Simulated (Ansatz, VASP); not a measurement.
WS2: VASP beside Ansatz

The input INCAR:

```
SYSTEM = WS2
PREC = Accurate
ENCUT = 520
EDIFF = 1E-6
ISMEAR = -1
SIGMA = 0.05
LREAL = .FALSE.
LASPH = .TRUE.
NELM = 60
ALGO = Normal
ISIF = 2
LWAVE = .FALSE.
LCHARG = .FALSE.
GGA = PE
NBANDS = 20
```

The input KPOINTS:

```
regular mesh
0
G
  9 9 5
  0 0 0
```

Contents of POSCAR:

```
WS2
1.0
    3.5782025500      0.0000000000      0.0000000000
   -1.7891012700      3.0988143100      0.0000000000
    0.0000000000      0.0000000000      5.7723833600
W S
1 2
Direct
    0.0134310000      0.0078050000     -0.0016610000
    0.3201730000      0.6671690000      0.2505040000
    0.6710190000      0.3385910000      0.7511890000
```

The input input.yaml:

```yaml
crystal:
  lattice:
    - [3.57820255, 0.0, 0.0]
    - [-1.78910127, 3.09881431, 0.0]
    - [0.0, 0.0, 5.77238336]
  atoms:
    - { symbol: W, position: [0.013431, 0.007805, -0.001661] }
    - { symbol: S, position: [0.320173, 0.667169, 0.250504] }
    - { symbol: S, position: [0.671019, 0.338591, 0.751189] }
kpoints:
  mp_grid: { grid: [9, 9, 5] }
scf:
  occupations: { method: fermi_dirac, width: 0.05 }
hamiltonian:
  xc: pbe
  pseudopotentials: { kind: all_electron, lapw: { basis_error: 0.001 } }
output:
  forces: true
  stress: true
  eigenvalues: true
  populations: true
```

Change from the starting cell: atoms moved at random, drawn with an rms of 0.05 Å.

Alike in both runs: task single point; functional PBE; k mesh 9 × 9 × 5; occupations fermi-dirac, width 0.05 eV; no spin polarisation.

|  | VASP | Ansatz |
| --- | --- | --- |
| version | VASP 6.6.1 | Ansatz 0.2.0 |
| potentials or method | VASP PAW PBE potentials, release 64 (W_sv, S) | all-electron LAPW, scalar-relativistic |
| plane-wave cutoff (eV) | 520 | see its input |

|  | VASP | Ansatz | Ansatz less VASP |
| --- | --- | --- | --- |
| gap on the k mesh at the Fermi level (eV) | none | none | - |
| pressure (GPa) | -12.4 | -12.3 | +0.10 |
| largest component of the traceless stress (GPa) | 8.06 | 8.02 | -0.047 |
| rms of the force components (eV/Å) | 0.378 | 0.377 | -0.0008 |

Atom by atom the forces differ by 0.001 eV/Å (rms over components). A gap of «none» marks a metal or a gap that the smearing closes. Ansatz ran all-electron here, so the differences hold the error of VASP's frozen core and of both bases.

Spin-orbit coupling is left out, which matters for the levels of W.
